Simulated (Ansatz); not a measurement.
# CdSe: the cost of one run

Program: the Python package of Ansatz 0.2.0. Level of theory: DFT LDA, plane waves, PAW. These are calculated values, not measurements.

## 1. The structure

Symmetry: F-43m, No. 216, cubic system. The conventional cell has a = 6.141 Å, b = 6.141 Å, c = 6.141 Å, α = 90.00°, β = 90.00°, γ = 90.00°. Cd (site symmetry -43m) is surrounded by 4 Se at 2.66 Å. Se (site symmetry -43m) has 4 Cd at 2.66 Å in its first shell of neighbours.

The script holds or builds the structure itself.

## 2. The script

Contents of slab.py:

```python
"""A surface of CdSe: energy and work function."""

import warnings

import ansatz as az
from ase import Atoms
from ase.build import surface
from ase.constraints import FixAtoms
import numpy as np

warnings.simplefilter("ignore", az.DeckWarning)

atoms = Atoms(
    ["Cd", "Se"],
    scaled_positions=[
        (0.0, 0.0, 0.0),
        (0.75, 0.75, 0.75),
    ],
    cell=[
        (0.0, 3.07027, 3.07027),
        (3.07027, 0.0, 3.07027),
        (3.07027, 3.07027, 0.0),
    ],
    pbc=True,
)
# the plane is named in the basis of this cell
slab = surface(atoms, (1, 1, 1), 2, vacuum=6.0)
slab.pbc = True

print(slab.get_chemical_formula(), "area {:.3f} A^2, cell height {:.2f} A".format(np.linalg.norm(np.cross(slab.cell[0], slab.cell[1])), slab.cell[2, 2]))
# hold the lower half
slab.set_constraint(FixAtoms(mask=slab.positions[:, 2] < slab.positions[:, 2].mean()))


def settings(structure):
    return (
        az.Crystal.from_ase(structure).calculation()
        .functional(az.Functional.LDA)
        .occupations("Fermi-Dirac", width=0.05)
    )


job = (
    settings(slab)
    .kpoints(6, 6, 1)
    .electric_field(axis=3, dipole_correction=True)
    .relax(force_tolerance=0.03, max_steps=30)
)
done = job.run()
r = done.report

print(f"slab free energy {r['free_energy_ev']:.4f} eV, Fermi level {r['fermi_energy_ev']:.3f} eV")
face = r["work_function"]
print("work function (eV), upper and lower face:", *(round(face[k], 3) for k in ("phi_plus_ev", "phi_minus_ev") if face.get(k) is not None))
print(f"dipole {face['dipole_moment_e_ang']:+.4f} e A")

print("atom   z before  z after (A)")
for atom, site in zip(slab, done.lattice.sites):
    print(f"{atom.symbol:3s} {atom.z:9.3f} {site.position_ang[2]:9.3f}")
```

## 3. Launch

Command:

```bash
$ python slab.py
```

**Question.** How long does this script take on 1 thread of Arm Neoverse V1, shared host, and how much memory does it need?

About 26 s, with a peak of 0.5 GiB.
